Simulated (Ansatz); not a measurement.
Take RuO₂ in the rutile structure (space group P4_2/mnm, No. 136; a = 4.4673 Å, c = 3.0926 Å) as the base.

Level of theory: PBEsol/PAW in Ansatz (a program for electronic structure), no SOC, earlier PAW set.

One change was made to it. Results:

```csv
quantity,base,after
lattice parameter a,4.467 Å,4.064 Å
c/a ratio,0.692,0.738
```

Question: Name the change that was made.
A. pressure 100 GPa
B. pressure 50 GPa
C. pressure −1 GPa
D. pressure −2 GPa

Answer: A, pressure 100 GPa. For comparison, the lattice parameter a in the other runs: pressure 50 GPa gives 4.223 Å; pressure −2 GPa gives 4.481 Å; pressure −1 GPa gives 4.474 Å.

Load acts through the strain it causes; cell and atoms are relaxed under it. Whether these cells are dynamically stable was not tested. No other phases were tried under pressure. No Hubbard U is applied, and correlation can decide whether such a compound is a metal. The final runs are not spin-polarised.
